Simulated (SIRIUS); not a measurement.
Runs of SIRIUS 7.12.0 on W. It takes space group Im-3m (No. 229, cubic). Conventional cell: a = 3.165 Å, b = 3.165 Å, c = 3.165 Å, α = 90.00°, β = 90.00°, γ = 90.00°. Around W (site symmetry m-3m) lie 8 W at 2.74 Å. 

```csv
level,potentials or basis,gap on the mesh (eV),pressure (GPa)
PBEsol,PseudoDojo 0.4.1 PBEsol standard (scalar relativistic),none,-2.8
LDA,PseudoDojo 0.4.1 PBE standard (scalar relativistic),none,-7.5
PBEsol,PseudoDojo 0.4.1 PBE standard (scalar relativistic),none,(b)
WC,PseudoDojo 0.4.1 PBE standard (scalar relativistic),none,(a)
PW91,PseudoDojo 0.4.1 PBE standard (scalar relativistic),none,6.0
```

Alike in all rows: task single point; no spin polarisation; cell as given; k mesh 12 × 12 × 12; cutoff (eV) 1030; smearing fermi-dirac 0.05 eV.

Q: Fill in the values left out.

A: (a) -0.7; (b) -2.1.

Caveats: the potentials were made for another functional, which shifts forces and pressure (some runs).

A k mesh can miss the band edges, and the runs leave out spin-orbit coupling on W.

A gap of «none» marks a metal or a gap under the smearing width.

Not every run made on this cell is shown here.
